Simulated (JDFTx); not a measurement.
# AlN under changes of volume

One of the cells (10.417 Å³/atom); the others are scaled copies at fixed shape and fractional positions:

```
CELL_PARAMETERS angstrom
0.00000 2.18399 2.18399
2.18399 0.00000 2.18399
2.18399 2.18399 0.00000
ATOMIC_POSITIONS crystal
Al 0.00000 0.00000 0.00000
N 0.25000 0.25000 0.25000
```

Measurements of this composition are mostly on another form, of space group No. 186.

```yaml
Program: JDFTx 1.7.0 (patched build)
Functional: LDA
Potentials_or_basis: PseudoDojo-SR-LDA-0.4.1-standard with smoothed tails
Cutoff: 1143 eV
Density_cutoff: 9143 eV
k_mesh: 10 × 10 × 10
Occupations: fermi-dirac, width 0.05 eV
Spin: no spin polarisation
```

| volume (Å³/atom) | energy over the lowest point (meV/atom) | pressure (GPa) | gap on the mesh (eV) |
| --- | --- | --- | --- |
| 9.792 | 9.75 | 8.6 | 3.29 |
| 10.001 | 1.83 | 3.6 | 3.28 |
| 10.209 | 0.00 | -0.8 | 3.27 |
| 10.417 | 3.67 | -4.8 | 3.26 |
| 10.626 | 12.31 | -8.5 | 3.25 |
| 10.834 | 25.46 | -11.7 | 3.24 |
| 11.042 | ? | ? | ? |

Task: What does the run at 11.042 Å³/atom give?

Result: Energy over the lowest point 42.68 meV/atom; pressure -14.7 GPa; gap on the mesh 3.23 eV.

Worked out: A Birch-Murnaghan fit of order 3 (a polynomial in V^(-2/3)) to the other rows has its minimum at 10.17 Å³/atom with B0 = V·E''(V) = 210 GPa and B' = 3.8. It gives 42.67 meV/atom at 11.042 Å³/atom, against the run's 42.68, and -dE/dV = -14.7 GPa, against -14.7. A straight line through the other rows of the gap, of slope -0.494 eV per unit of ln V, extrapolates to 3.23 eV, against the run's 3.23.

Energies are extrapolated to zero smearing.

A mesh can miss the band edges.
